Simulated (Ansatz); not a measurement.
# ZnS (F-43m) in Ansatz: further runs

One crystal, ZnS, is run at these levels: PBE; tasks: single point.

Program: Ansatz 0.2.0. These are calculated values, not measurements. Logs are shortened: lines on timing, memory, paths and dates and some standing lists are left out, and cuts for length are marked.

**The experiment to reproduce.**

From “Electronic, vibrational, and thermodynamic properties of ZnS (zincblende and rocksalt structure)”, 2009, arxiv:0911.5022, for a bulk crystal of ZnS at 19 K: band gap 3.85 eV (direct).

The results are compared with them further down.

**1. The crystal as given**

The structure is cubic, space group F-43m (No. 216). Conventional cell: a = 5.404 Å, b = 5.404 Å, c = 5.404 Å, α = 90.00°, β = 90.00°, γ = 90.00°. Around Zn (site symmetry -43m) lie 4 S at 2.34 Å. S (site symmetry -43m) has 4 Zn at 2.34 Å as nearest neighbours.

**2. Single point, PBE**

input.yaml

```yaml
crystal:
  lattice:
    - [0.0, 2.702, 2.702]
    - [2.702, 0.0, 2.702]
    - [2.702, 2.702, 0.0]
  atoms:
    - { symbol: Zn, position: [0.75, 0.75, 0.75] }
    - { symbol: S, position: [0.0, 0.0, 0.0] }
kpoints:
  mp_grid: { grid: [4, 4, 4] }
scf:
  occupations: { method: fermi_dirac, width: 0.03 }
hamiltonian:
  xc: pbe
  pseudopotentials: { kind: all_electron, lapw: { basis_error: 0.002 } }
output:
  forces: true
  stress: true
  eigenvalues: true
```

Potentials or basis: all-electron LAPW, scalar-relativistic.

On the command line:

```
> ansatz run input.yaml --threads 1 --pin off --max-ram 3072MiB --backend cpu --events-out ev --progress --plain --runs-dir out
```

What it wrote:

```text
Warning: RAYON_NUM_THREADS=1 ignored (pool sized by the plan → 1); use --threads N
LAPW: plane waves up to 8.214 Å⁻¹, error target 2.0e-3 eV per atom; small_component_spin mean_spin; S in spheres of 1.034 Å, 14 of its electrons in bands, Dirac shells []; Zn in spheres of 1.306 Å, 20 of its electrons in bands, Dirac shells [] (how accurate: hamiltonian.pseudopotentials.lapw.basis_error, Limitations)
Engine: ansatz 0.2.0, x86_64-unknown-linux-gnu
Pseudopotentials: kind: all_electron
Pseudopotential: Zn, LAPW, valence charge 20, lapw/all_electron/scalar/gaussian/Zn, Koelling and Harmon's equation, gaussian nucleus
Pseudopotential: S, LAPW, valence charge 14, lapw/all_electron/scalar/gaussian/S, Koelling and Harmon's equation, gaussian nucleus
Functional definition: PBE
  parameter kappa = 0.804
  parameter beta = 0.06672455060314922
  exchange = pbe_x(kappa = kappa, mu = beta*pi^2/3)
  correlation = pbe_c(beta = beta)
Crystal: 2 atoms, lattice volume = 39.454 Å³
Basis set: ecut = 257.04231197776863 eV, 339 PW (Γ), exchange–correlation at level 2
Bands: 21, of which v1, the nominal top of the filled ones, is band 17 counted from 1 (16 counted from 0)
Symmetry: 24 space group operations
Space group: F-43m (ITA 216), of the structure as read, at distance tolerance 3.4e-5 Å
k-points: 8 of 64 (time reversal used)
Non-local potential: Zn, projectors of the file, none
Non-local potential: S, projectors of the file, none
Initial density: superposition of atomic densities (chi_scale 0.1, normalization cell, long waves kept (reshape's long-wave potential 0.00 eV rms))
Initial wavefunctions: plane waves of lowest kinetic energy (no species holds an atomic orbital)
Functional: x = pbe(κ = 0.804, μ = 0.2195149727645171), c = pbe(β = 0.06672455060314922)
iter 1 solved again at ethr=3.19e-3 eV; its pass at ethr=1.00e-1 eV (dr2=1.08e0 eV) is discarded
SCF iter   1: F=—  HF=-59737.729097 eV  |F-HF|=—  |Δ(HF+E_count)|=         —  Δρ=4.08e-2  dr2=1.09e0  ethr=3.19e-3  ⟨swp⟩=2.0  Hψ=1139  notcnv=0
preconditioner: auto → none  [insulator: Δε(μ)=2.380 eV  Ē_g=11.588 eV  σ=0.030 eV  W_gap=1.00  n_scr=14 (ndim 8)  ℏωp=25.1 eV  f_vac=0.110  D(μ)=0.00/eV (n_scr^D=0)  ε∞_Penn≈5.7]
iter 2 solved again at ethr=1.48e-4 eV; its pass at ethr=3.19e-3 eV (dr2=5.03e-2 eV) is discarded
SCF iter   2: F=—  HF=-59737.382065 eV  |F-HF|=—  |Δ(HF+E_count)|=   3.47e-1  Δρ=1.33e-2  dr2=5.02e-2  ethr=1.48e-4  ⟨swp⟩=2.0  Hψ=888  notcnv=0
SCF iter   3: F=—  HF=-59737.292331 eV  |F-HF|=—  |Δ(HF+E_count)|=   8.97e-2  Δρ=7.62e-3  dr2=1.59e-2  ethr=1.48e-4  ⟨swp⟩=3.0  Hψ=526  notcnv=0
SCF iter   4: F=—  HF=-59737.284348 eV  |F-HF|=—  |Δ(HF+E_count)|=         —  Δρ=3.79e-3  dr2=3.96e-3  ethr=4.69e-5  ⟨swp⟩=2.0  Hψ=494  notcnv=0
the basis was enlarged: its passes take 188.5 KiB over the memory plan, 1 of 1 planned eigensolver slots
SCF iter   5: F=—  HF=-59737.284737 eV  |F-HF|=—  |Δ(HF+E_count)|=   3.89e-4  Δρ=7.15e-4  dr2=1.36e-4  ethr=1.16e-5  ⟨swp⟩=2.0  Hψ=472  notcnv=0
SCF iter   6: F=—  HF=-59737.284808 eV  |F-HF|=—  |Δ(HF+E_count)|=   7.05e-5  Δρ=8.24e-5  dr2=1.86e-6  ethr=4.01e-7  ⟨swp⟩=2.6  Hψ=469  notcnv=0
SCF iter   7: F=-59737.284812 eV  HF=-59737.284812 eV  |F-HF|=7.06e-9  |Δ(HF+E_count)|=   3.56e-6  Δρ=4.49e-6  dr2=8.87e-9  ethr=5.46e-9  ⟨swp⟩=3.0  Hψ=501  notcnv=0
SCF 1 converged in 7 iterations: F = -59737.284812 eV  dr2 = 8.87e-9
SCF converged after 7 iterations
Free energy (F): -59737.284812 eV
Harris-Foulkes:  -59737.284812 eV  (|F-HF|=7.06e-9)
Internal energy: -59737.284812 eV  (E = F + TS)
E sigma→0 (E₀):  -59737.284812 eV
Fermi energy:    8.403624 eV
--- Per-component energies (eV) ---
  E_band       = -1879.517647
  E_kinetic    = 60684.956356
  E_xc         = -2649.080003
  E_electrostatic = -117773.161164  (all electrons and nuclei)
  E_smearing   = -0.000000  (= −TS)
  E_closure    = 0.000000  (closes the sum)
  E_atoms      = -59730.497347  (free atoms, spherical and without spin; not in F)
  Σ components = -59737.284812   (vs F -59737.284812, Δ=0.00e0)
  Basis errors (estimates in eV, not in F): energy 8.9e-4 per atom: plane waves 8.0e-4 (4.9e-4 summed), levels above the bands 1.3e-112, relativity 7.0e-8, radial functions 9.2e-5, core shells 1.3e-10; eigenvalues (radial functions only) 4.4e-6; not estimated: angular momenta, meshes, grids; target (lapw.basis_error) 2.0e-3; muffin-tin radii S 1.034 Å, Zn 1.306 Å
--- Forces (eV/Å), atoms counted from 1 ---
  atom   1  Zn    -0.00000000     0.00000000    -0.00000000
  atom   2  S      0.00000000    -0.00000000     0.00000000
  max |Σ_I F_I| component: 1.85e-17 eV/Å
--- Stress (GPa, compression-positive) ---
        1.919413      -0.000000       0.000000
       -0.000000       1.919413       0.000000
        0.000000       0.000000       1.919413
  P = ⅓ Tr σ = 1.9194 GPa (19.194 kbar)
--- Band table (eV; the first three rows and the last of 8) ---
  k-point 0: bands = ["-197.2879", "-142.0593", "-142.0593", "-142.0593", "-117.5441", "-71.7135", "-71.7135", "-71.7135", "-5.8027", "0.9790", "0.9790", "0.9790", "1.4751", "1.4751", "7.3356", "7.3356", "7.3356", "9.4387", "13.6919", "13.6919", "13.6919"]
  k-point 1: bands = ["-197.2879", "-142.0593", "-142.0593", "-142.0593", "-117.5441", "-71.7136", "-71.7136", "-71.7136", "-5.3796", "1.0283", "1.0460", "1.0460", "1.4767", "1.4767", "4.4977", "6.8664", "6.8664", "10.7986", "14.2501", "14.3130", "14.3130"]
  k-point 2: bands = ["-197.2879", "-142.0593", "-142.0593", "-142.0593", "-117.5441", "-71.7137", "-71.7136", "-71.7136", "-4.8721", "1.0937", "1.0937", "1.5055", "1.5055", "1.6799", "2.0369", "6.4684", "6.4684", "10.6306", "14.2194", "14.2194", "16.1982"]
  k-point 7: bands = ["-197.2879", "-142.0593", "-142.0593", "-142.0593", "-117.5441", "-71.7137", "-71.7137", "-71.7136", "-4.5529", "1.1116", "1.2601", "1.4170", "1.4384", "1.8772", "2.7392", "4.5844", "4.6180", "13.0161", "13.3542", "15.1747", "15.5228"]
```

Run time: 6.1 s. Hardware: 1 thread of Intel Xeon at 2.50GHz (Skylake/Cascade Lake), shared host; peak memory 0.24 GiB.

Results:

| Property | Result |
| --- | --- |
| Free energy | -59737.2848 eV |
| Pressure | 1.9 GPa |
| Band gap on the k mesh | 2.10 eV, direct |

Caveat: the k mesh is coarse (spacing up to 0.50 Å⁻¹), so the values aren't converged.

**3. Single point, PBE**

input.yaml

```yaml
crystal:
  lattice:
    - [0.0, 2.702, 2.702]
    - [2.702, 0.0, 2.702]
    - [2.702, 2.702, 0.0]
  atoms:
    - { symbol: Zn, position: [0.75, 0.75, 0.75] }
    - { symbol: S, position: [0.0, 0.0, 0.0] }
kpoints:
  mp_grid: { grid: [9, 9, 9] }
scf:
  occupations: { method: gaussian, width: 0.028 }
hamiltonian:
  xc: pbe
  pseudopotentials: { kind: all_electron, lapw: { basis_error: 0.001 } }
output:
  forces: true
  stress: true
  eigenvalues: true
```

Potentials or basis: all-electron LAPW, scalar-relativistic.

On the command line:

```
> ansatz run input.yaml --threads 1 --pin off --max-ram 3072MiB --backend cpu --events-out ev --progress --plain --runs-dir out
```

It took 20 s on 1 thread of Intel Xeon at 2.50GHz (Skylake/Cascade Lake), shared host; peak memory 0.29 GiB.

It converged, with:

- Free energy: -59737.3323 eV
- Pressure: 1.6 GPa
- Band gap on the k mesh: 2.11 eV, direct

Levels at points of the mesh, in eV from the valence-band top:
```tsv
k point	band 15	band 16	band 17	band 18	band 19	band 20
(0.00, 0.00, 0.00)	0.00	0.00	0.00	2.11	6.37	6.37
```

**4. How close it comes**

Step 3. Against the measured gap of ZnS, 3.85 eV (direct; 19 K; quoted in “Electronic, vibrational, and thermodynamic properties of ZnS (zincblende and rocksalt structure)”, 2009, arxiv:0911.5022), the calculated 2.11 eV is off by -1.74 eV. The value is that of PBE, without temperature or zero-point motion. Semilocal functionals fall short of measured gaps as a rule.
